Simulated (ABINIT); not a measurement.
# Rh (Fm-3m) in ABINIT: settings compared, part 3 of 3

ABINIT 10.8.3 (patched build). The steps go on from the part before.

### 6 Equation of state, LDA-PZ

run.abi reads:

```
# Datasets: one volume each
ndtset 7
getwfk -1
scalecart1 3*0.9795861087
scalecart2 3*0.9864848297
scalecart3 3*0.9932883884
scalecart4 3*1.0000000000
scalecart5 3*1.0066227096
scalecart6 3*1.0131594038
scalecart7 3*1.0196128224

# Pseudopotentials
pp_dirpath "./"
pseudos "Rh.LDA_PW-JTH.xml"

# Structure
acell 3*1.0
rprim
     0.0000000000     3.5864167256     3.5864167256
     3.5864167256     0.0000000000     3.5864167256
     3.5864167256     3.5864167256     0.0000000000
ntypat 1
znucl 45
natom 1
typat 1
xred
     0.0000000000     0.0000000000     0.0000000000

# Plane-wave basis
ecut 20.0
pawecutdg 40.0

# k points
kptopt 1
ngkpt 12 12 12
nshiftk 1
shiftk 0.0 0.0 0.0

# Exchange and correlation
ixc 2

# Bands and occupations
nband 13
occopt 3
tsmear 0.00183747

# SCF cycle
nstep 100
tolvrs 1.0e-9

# Output
iomode 3
prtwf 1
prtden 0
prteig 0
prtebands 0
```

Potentials or basis: JTH PAW LDA v2.0.

On the command line:

```sh
abinit run.abi > log 2>&1
```

run.abo:

```text
.Version 10.8.3 of ABINIT
 DATASET    1 : space group Fm -3 m (#225); Bravais cF (face-center cubic)
================================================================================
 Values of the parameters that define the memory need for DATASET  1.
     intxc =       0    ionmov =       0      iscf =      17    lmnmax =      18
     lnmax =       6     mgfft =      24  mpssoang =       3    mqgrid =    3001
     natom =       1  nloc_mem =       2    nspden =       1   nspinor =       1
    nsppol =       1      nsym =      48    n1xccc =       1    ntypat =       1
    occopt =       3   xclevel =       1
       mpw =         380          nfft =       13824          nkpt =          72
 PAW method is used; the additional fine FFT grid is defined by:
   mgfftf=        30    nfftf =     27000
================================================================================
================================================================================
[... 71 lines left out ...]
 DATASET    7 : space group Fm -3 m (#225); Bravais cF (face-center cubic)
================================================================================
 Values of the parameters that define the memory need for DATASET  7.
     intxc =       0    ionmov =       0      iscf =      17    lmnmax =      18
     lnmax =       6     mgfft =      24  mpssoang =       3    mqgrid =    3001
     natom =       1  nloc_mem =       2    nspden =       1   nspinor =       1
    nsppol =       1      nsym =      48    n1xccc =       1    ntypat =       1
    occopt =       3   xclevel =       1
       mpw =         432          nfft =       13824          nkpt =          72
 PAW method is used; the additional fine FFT grid is defined by:
   mgfftf=        30    nfftf =     27000
================================================================================
================================================================================

--------------------------------------------------------------------------------
------------- Echo of variables that govern the present computation ------------
--------------------------------------------------------------------------------
 -outvars: echo values of preprocessed input variables --------
            acell      1.0000000000E+00  1.0000000000E+00  1.0000000000E+00 Bohr
              amu      1.02905500E+02
             ecut      2.00000000E+01 Hartree
           getwfk          -1
                       outvar_i_n : Printing only first  50 k-points.
              ixc           2
           jdtset        1    2    3    4    5    6    7
                       outvar_i_n : Printing only first  50 k-points.
         kptrlatt       12    0    0      0   12    0      0    0   12
          kptrlen1     5.96210490E+01
          kptrlen2     6.00409294E+01
          kptrlen3     6.04550178E+01
          kptrlen4     6.08635101E+01
          kptrlen5     6.12665914E+01
          kptrlen6     6.16644376E+01
          kptrlen7     6.20572153E+01
            natom           1
            nband          13
           ndtset           7
            ngfft          24      24      24
          ngfftdg          30      30      30
             nkpt          72
            nstep         100
             nsym          48
           ntypat           1
                       prtocc : prtvol=0, do not print more k-points.
           occopt           3
        pawecutdg      4.00000000E+01 Hartree
           prtden           0
        prtebands           0
           prteig           0
            rprim1     0.0000000000E+00  3.5132040044E+00  3.5132040044E+00
                       3.5132040044E+00  0.0000000000E+00  3.5132040044E+00
                       3.5132040044E+00  3.5132040044E+00  0.0000000000E+00
            rprim2     0.0000000000E+00  3.5379456928E+00  3.5379456928E+00
                       3.5379456928E+00  0.0000000000E+00  3.5379456928E+00
                       3.5379456928E+00  3.5379456928E+00  0.0000000000E+00
            rprim3     0.0000000000E+00  3.5623460895E+00  3.5623460895E+00
                       3.5623460895E+00  0.0000000000E+00  3.5623460895E+00
                       3.5623460895E+00  3.5623460895E+00  0.0000000000E+00
            rprim4     0.0000000000E+00  3.5864167256E+00  3.5864167256E+00
                       3.5864167256E+00  0.0000000000E+00  3.5864167256E+00
                       3.5864167256E+00  3.5864167256E+00  0.0000000000E+00
            rprim5     0.0000000000E+00  3.6101685221E+00  3.6101685221E+00
                       3.6101685221E+00  0.0000000000E+00  3.6101685221E+00
                       3.6101685221E+00  3.6101685221E+00  0.0000000000E+00
            rprim6     0.0000000000E+00  3.6336118315E+00  3.6336118315E+00
                       3.6336118315E+00  0.0000000000E+00  3.6336118315E+00
                       3.6336118315E+00  3.6336118315E+00  0.0000000000E+00
            rprim7     0.0000000000E+00  3.6567564799E+00  3.6567564799E+00
                       3.6567564799E+00  0.0000000000E+00  3.6567564799E+00
                       3.6567564799E+00  3.6567564799E+00  0.0000000000E+00
          spgroup         225
           tolvrs      1.00000000E-09
           tsmear      1.83747000E-03 Hartree
            typat      1
           useylm           1
                       outvars : Printing only first  50 k-points.
            znucl       45.00000

================================================================================

 chkinp: Checking input parameters for consistency, jdtset=   1.

 chkinp: Checking input parameters for consistency, jdtset=   2.
[... 46 lines left out ...]
 getcut: wavevector=  0.0000  0.0000  0.0000  ngfft=  30  30  30
         ecut(hartree)=     40.000   => boxcut(ratio)=   2.12319

--- Pseudopotential description ------------------------------------------------
- pspini: atom type   1  psp file is ./Rh.LDA_PW-JTH.xml
 Pseudopotential format is: paw10
 basis_size (lnmax)=  6 (lmn_size= 18), orbitals=   0   0   1   1   2   2
 Spheres core radius: rc_sph= 2.21251062
 Shapefunction is SIN type: shapef(r)=[sin(pi*r/rshp)/(pi*r/rshp)]**2
 Radius for shape functions =  2.00372819
 Compensation charge density is not taken into account in XC energy/potential

   3.66000151E+02                                ecore*ucvol(ha*bohr**3)
--------------------------------------------------------------------------------

[... 1234 lines left out ...]
-Cartesian components of stress tensor (GPa)         [Pressure= -2.3357E+01 GPa]
- sigma(1 1)=  2.33572784E+01  sigma(3 2)=  0.00000000E+00
- sigma(2 2)=  2.33572784E+01  sigma(3 1)=  0.00000000E+00
- sigma(3 3)=  2.33572784E+01  sigma(2 1)=  0.00000000E+00

== END DATASET(S) ==============================================================
================================================================================

 -outvars: echo values of variables after computation  --------
            acell      1.0000000000E+00  1.0000000000E+00  1.0000000000E+00 Bohr
           etotal1    -1.1166810679E+02
           etotal2    -1.1166849629E+02
           etotal3    -1.1166845542E+02
           etotal4    -1.1166803831E+02
           etotal5    -1.1166727380E+02
           etotal6    -1.1166620481E+02
           etotal7    -1.1166487331E+02
            fcart1    -0.0000000000E+00 -0.0000000000E+00 -0.0000000000E+00
            fcart2    -0.0000000000E+00 -0.0000000000E+00 -0.0000000000E+00
            fcart3    -0.0000000000E+00 -0.0000000000E+00 -0.0000000000E+00
            fcart4    -0.0000000000E+00 -0.0000000000E+00 -0.0000000000E+00
            fcart5    -0.0000000000E+00 -0.0000000000E+00 -0.0000000000E+00
            fcart6    -0.0000000000E+00 -0.0000000000E+00 -0.0000000000E+00
            fcart7    -0.0000000000E+00 -0.0000000000E+00 -0.0000000000E+00
            rprim1     0.0000000000E+00  3.5132040044E+00  3.5132040044E+00
                       3.5132040044E+00  0.0000000000E+00  3.5132040044E+00
                       3.5132040044E+00  3.5132040044E+00  0.0000000000E+00
[... 17 lines left out ...]
                       3.6567564799E+00  3.6567564799E+00  0.0000000000E+00
           strten1    -3.3138778692E-04 -3.3138778692E-04 -3.3138778692E-04
                       0.0000000000E+00  0.0000000000E+00  0.0000000000E+00
           strten2    -8.3452699979E-05 -8.3452699979E-05 -8.3452699979E-05
                       0.0000000000E+00  0.0000000000E+00  0.0000000000E+00
           strten3     1.3198480898E-04  1.3198480898E-04  1.3198480898E-04
                       0.0000000000E+00  0.0000000000E+00  0.0000000000E+00
           strten4     3.2775144785E-04  3.2775144785E-04  3.2775144785E-04
                       0.0000000000E+00  0.0000000000E+00  0.0000000000E+00
           strten5     5.0501354544E-04  5.0501354544E-04  5.0501354544E-04
                       0.0000000000E+00  0.0000000000E+00  0.0000000000E+00
           strten6     6.5897052946E-04  6.5897052946E-04  6.5897052946E-04
                       0.0000000000E+00  0.0000000000E+00  0.0000000000E+00
           strten7     7.9389775772E-04  7.9389775772E-04  7.9389775772E-04
                       0.0000000000E+00  0.0000000000E+00  0.0000000000E+00
 Calculation completed.
```

It took 86 s on 1 thread of Arm Neoverse V1, shared host; peak memory 0.12 GiB.

What came out:

```yaml
Equilibrium_volume: 13.23 Å³/atom
Bulk_modulus: 316 GPa
Pressure_derivative_of_the_bulk_modulus: 4.6
```

Energy against volume, from the lowest point:
| volume (Å³/atom) | energy (meV/atom) |
| --- | --- |
| 12.851 | 10.60 |
| 13.125 | 0.00 |
| 13.398 | 1.11 |
| 13.671 | 12.46 |
| 13.945 | 33.27 |
| 14.218 | 62.35 |
| 14.492 | 98.59 |

Caveat: pressures at fixed basis lie under the slope of the energies.

### 7 Overview

```tsv
task	level	potentials or basis	cutoff (eV)	fine-grid cutoff	V0 of scaled cells (Å³/atom)	B0 (GPa)
equation of state	BLYP+D2	JTH PAW PBE v2.0	435	870.764 eV	13.94	217
equation of state	revPBE	JTH PAW PBE v2.0	435	870.764 eV	14.23	237
band structure	RPBE	JTH PAW PBE v2.0	435	870.764 eV	-	-
equation of state	revPBE+D3(BJ)	JTH PAW PBE v2.0	435	870.764 eV	13.44	287
equation of state	LDA-PZ	JTH PAW LDA v2.0	544	1088.46 eV	13.23	316
```

Alike in all rows: no spin polarisation; cell as given; k mesh 12 × 12 × 12; smearing fermi-dirac 0.05 eV.

Caveats: pressures at fixed basis lie under the slope of the energies (some runs); the PAW data sets were made with another functional, which shifts forces and pressure a little (some runs).

Total energies depend on the potentials used, so only differences within one code and one set of settings carry meaning.

### 8 Against experiment

Step 2. Against the measured bulk modulus of Rh, 264 GPa (quoted in “Thermal equation of state of rhodium characterized by XRD in a resistively heated diamond anvil cell”, 2024, pmc:11535440), the calculated 217 GPa is off by -17.6 %. The fit is for a static lattice scaled at fixed shape and fixed fractional positions.

Step 3. A measured bulk modulus of Rh is 264 GPa (quoted in “Thermal equation of state of rhodium characterized by XRD in a resistively heated diamond anvil cell”, 2024, pmc:11535440); the calculated 237 GPa misses it by -10.1 %. The fit is for a static lattice scaled at fixed shape and fixed fractional positions.

Step 5. A measured bulk modulus of Rh is 264 GPa (quoted in “Thermal equation of state of rhodium characterized by XRD in a resistively heated diamond anvil cell”, 2024, pmc:11535440); the calculated 287 GPa misses it by +8.9 %. The fit is for a static lattice scaled at fixed shape and fixed fractional positions.

Step 6. Measured bulk modulus of Rh: 264 GPa (quoted in “Thermal equation of state of rhodium characterized by XRD in a resistively heated diamond anvil cell”, 2024, pmc:11535440). This calculation gives 316 GPa (+19.8 %). The fit is for a static lattice scaled at fixed shape and fixed fractional positions.
